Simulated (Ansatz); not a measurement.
# simple cubic against fcc along group 14

Computed with DFT, r2SCAN0, plane waves (500 eV) with PAW, scalar-relativistic (Ansatz). (PAW data from PBE, frozen cores regenerated.)

Each structure is relaxed within its symmetry, in the lowest magnetic state of the tried starts. Differences under about 8 meV lie within the error of the k-point mesh.

The hybrid is evaluated at the semilocal geometry on a coarser k-mesh, and its energy is corrected by the semilocal functional's change from that mesh to the dense one.

```
element  E(simple cubic) − E(fcc) (meV/atom)  V(simple cubic) (Å³/atom)  V(fcc) (Å³/atom)  state of simple cubic       state of fcc
      C                                -2057                       5.54              7.42      spin not included  spin not included
     Si                                 -213                      16.05             13.73      spin not included  spin not included
     Ge                                 -211                      19.28             18.95      spin not included  spin not included
```
